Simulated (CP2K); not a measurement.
HgTe (Coloradoite) under changes of volume

One of the cells (33.215 Å³/atom); the others are scaled copies at fixed shape and fractional positions:

```xyz
2
Lattice="4.5460 0.0000 0.0000 2.2730 3.9369 0.0000 2.2730 1.3123 3.7118" Properties=species:S:1:pos:R:3 pbc="T T T"
Hg    0.0000    0.0000    0.0000
Te    6.8190    3.9369    2.7838
```

* Program: CP2K 2026.2
* Functional: PBE
* Potentials or basis: POTENTIAL_UZH Hg GTH-PBE-q12, Te GTH-PBE-q6; TZVP-MOLOPT-PBE-GTH basis
* Density cutoff: 6123 eV
* k mesh: 7 × 7 × 7
* Occupations: fermi-dirac, width 0.05 eV
* Spin: no spin polarisation

```tsv
volume (Å³/atom)	energy over the lowest point (meV/atom)	pressure (GPa)
31.223	?	?
31.887	105.16	8.2
32.551	74.02	6.8
33.215	48.49	5.5
33.880	27.98	4.4
34.544	11.98	3.4
35.208	0.00	2.4
```

Task: What does the run at 31.223 Å³/atom give?

Result: Energy over the lowest point 142.59 meV/atom; pressure 9.8 GPa.

Worked out: A Birch-Murnaghan fit of order 3 (a polynomial in V^(-2/3)) to the other rows has no minimum within the range. It gives 142.61 meV/atom at 31.223 Å³/atom, against the run's 142.59, and -dE/dV = 9.9 GPa, against 9.8.

Energies are extrapolated to zero smearing.

Caveats: the basis of atomic orbitals isn't converged, which shifts pressures, moduli and gaps.
